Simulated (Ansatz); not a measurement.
# Al: a hydrostatic pressure series

One table from this session's results is given with a row withheld; the runs are named, their logs left out.

This is Al in the hcp structure; at room conditions it is fcc.

Program: Ansatz 0.2.0. Level of theory: DFT PBEsol+D3(BJ), scalar-relativistic, plane waves, PAW. These are calculated values, not measurements.

1 further run of the same task is left out (set aside as unsound or not needed).

**The starting structure**

Symmetry: P6_3/mmc, No. 194, hexagonal system. Conventional cell: a = 2.790 Å, b = 2.790 Å, c = 4.648 Å, α = 90.00°, β = 90.00°, γ = 120.00°. Around Al (site symmetry -6m2) lie 12 Al at 2.79 to 2.83 Å.

Structure file:

```xyz
2
Lattice="2.7903 0.0000 0.0000 -1.3951 2.4164 0.0000 0.0000 0.0000 4.6479" Properties=species:S:1:pos:R:3 pbc="T T T"
Al    1.3951    0.8055    3.4859
Al    0.0000    1.6110    1.1620
```

It goes back to an entry of the Materials Project, which need not be the stable form.

It is the result of an earlier relaxation at this level (volume 15.67 Å³/atom; gap on the mesh: none (metal)).

The first run:

input.yaml reads:

```yaml
crystal:
  lattice:
    - [2.7992838317, 0.0, 0.0]
    - [-1.3996419158, 2.4242509107, 0.0]
    - [0.0, 0.0, 4.6629506105]
  atoms:
    - { symbol: Al, position: [0.6666666667, 0.3333333333, 0.75] }
    - { symbol: Al, position: [0.3333333333, 0.6666666667, 0.25] }
basis:
  ecutwfc: 420
kpoints:
  mp_grid: { grid: [18, 18, 10] }
hamiltonian:
  xc: pbesol
  dispersion: d3bj
scf:
  occupations: { method: gaussian, width: 0.1 }
output:
  forces: true
  stress: true
  eigenvalues: true
relax:
  adjacent_minimum: "off"
  f_tol: 0.008
  max_steps: 50
  cell: { stress_tol: 0.08, p_target: -1.0 }
```

Launch:

```bash
ansatz run input.yaml --threads 1 --pin off --max-ram 2560MiB --backend cpu --events-out ev --progress --plain --runs-dir out
```

Steps of the session up to this table: Relaxing at -1 GPa; 1 GPa; Target pressure 4 GPa; Relaxing at 12 GPa; Target pressure 25 GPa; Target pressure 50 GPa; 90 GPa.

One table of the session follows, with a row left open; its other results are not shown here.

It belongs to the step «Volume, cell and gap against pressure». Lengths are those of the vectors of the cell that was run:

```
P (GPa)  V (Å³/atom)  a (Å)  b (Å)  c (Å)  ΔH (eV/atom)
     -1        15.85  2.801  2.801  4.667        -0.098
      0        15.67  2.790  2.790  4.648         0.000
      1        15.49  2.780  2.780  4.630         0.097
      4        15.02  2.752  2.752  4.582         0.383
     12        14.05  2.712  2.712  4.409         1.107
     25            ?      ?      ?      ?             ?
     50        11.57  2.539  2.539  4.144         4.101
     90        10.23  2.439  2.439  3.971         6.808
```

Q: Estimate the row for P (GPa) = 25 from the others.

Worked estimate for «V (Å³/atom)». A straight line through the neighbours (12, 14.05) and (50, 11.57) gives 14.05 + (11.57 − 14.05) × (25 − 12) / (50 − 12) = 13.20; a parabola fitted to 4 rows on both sides gives 13.12.

**Answer.** V (Å³/atom): 12.94; a (Å): 2.637; b (Å): 2.637; c (Å): 4.296; ΔH (eV/atom): 2.198. In «V (Å³/atom)» the line misses by +0.26 and the parabola by +0.18.

ΔH is E + PV over the energy at zero pressure; a, b and c are the vectors of the computed cell. 

To keep in mind: Other structures may take over in this range; these runs cannot find them.
